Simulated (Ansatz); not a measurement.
Crystal: AlNi3.

```
Ni Al
1.0
     3.52305    0.00000    0.00000
     0.00000    3.52305    0.00000
     0.00000    0.00000    3.52305
Ni Al
3 1
Direct
  0.50000 0.50000 0.00000
  0.50000 0.00000 0.50000
  0.00000 0.50000 0.50000
  0.00000 0.00000 0.00000
```

The cell is a database's computed one.

Program: Ansatz 0.2.0. Alike in all runs: potentials or basis all-electron LAPW, scalar-relativistic; spin collinear, ferromagnetic start; cell as given; smearing fermi-dirac 0.05 eV; basis error allowed 0.002 eV/atom.

Task: Order these runs on this cell by their pressure, lowest first.
A. level PBE; k mesh 8 × 8 × 8; cutoff (eV) 286
B. level LDA; k mesh 8 × 8 × 8; cutoff (eV) 287
C. level PBEsol; k mesh 6 × 6 × 6; cutoff (eV) 286

Result: B (-7.5 GPa), C (-0.7 GPa), A (7.3 GPa).

Caveats: the k mesh is thin for a metal, which can move the energy by tens of meV per atom (some runs).
